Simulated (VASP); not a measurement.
Here is a VASP 6.6.1 calculation.

Contents of run.py:

```python
from ase.calculators.vasp import Vasp
from ase.dft.bandgap import bandgap
from ase.io import read

atoms = read('TaH.cif', primitive_cell=True, subtrans_included=False)
calc = Vasp(
    directory='calc',
    xc='lda',
    pp='LDA',
    setups={'base': 'minimal', 'Ta': '_pv', 'H': '_s'},
    prec='Accurate',
    encut=400,
    ediff=1e-06,
    ismear=0,
    sigma=0.05,
    lreal=False,
    lasph=True,
    nelm=80,
    algo='Normal',
    isif=2,
    lwave=False,
    lcharg=True,
    lmaxmix=4,
    kpts=[11, 11, 7],
    gamma=True,
)
atoms.calc = calc

print('energy (eV):', atoms.get_potential_energy())
print('free energy (eV):', atoms.get_potential_energy(force_consistent=True))
efermi = calc.get_fermi_level()
print('Fermi level (eV):', efermi)
path = atoms.cell.bandpath(npoints=40, eps=1e-4)
print('path:', path.path)
calc.set(kpts=path.kpts, reciprocal=True, icharg=11, isym=0, lcharg=False)
calc.calculate(atoms)
print('gap on the path (eV):', bandgap(calc, efermi=efermi)[0])
print('direct gap on the path (eV):', bandgap(calc, efermi=efermi, direct=True)[0])
```

The input TaH.cif:

```cif
data_TaH
_cell_length_a 2.75920443
_cell_length_b 2.75920443
_cell_length_c 3.50246084
_cell_angle_alpha 90.00000000
_cell_angle_beta 90.00000000
_cell_angle_gamma 120.00000000
_space_group_name_H-M_alt 'P6/mmm'
_space_group_name_Hall '-P 6 2'
_space_group_IT_number 191
loop_
_space_group_symop_operation_xyz
'x,y,z'
'-x,-y,-z'
'x-y,x,z'
'-x+y,-x,-z'
'-y,x-y,z'
'y,-x+y,-z'
'-x,-y,z'
'x,y,-z'
'-x+y,-x,z'
'x-y,x,-z'
'y,-x+y,z'
'-y,x-y,-z'
'-y,-x,-z'
'y,x,z'
'-x,-x+y,-z'
'x,x-y,z'
'-x+y,y,-z'
'x-y,-y,z'
'y,x,-z'
'-y,-x,z'
'x,x-y,-z'
'-x,-x+y,z'
'x-y,-y,-z'
'-x+y,y,z'
loop_
_atom_site_label
_atom_site_type_symbol
_atom_site_symmetry_multiplicity
_atom_site_Wyckoff_symbol
_atom_site_fract_x
_atom_site_fract_y
_atom_site_fract_z
_atom_site_occupancy
Ta1 Ta 1 b 0.0000000000 0.0000000000 0.5000000000 1
H1 H 1 a 0.0000000000 0.0000000000 0.0000000000 1
```

Potentials or basis: VASP PAW LDA potentials, release 64 (Ta_pv, H_s).

Command:

```bash
$ python run.py
```

(1) Estimate the band gap along the path.

Answers

(1) none (metal or under the smearing width).

Caveat: the log is that of the step along the path at fixed density, whose energy, stress, charges and moments have no meaning; spin-orbit coupling is left out, which moves the levels of the heavy elements.
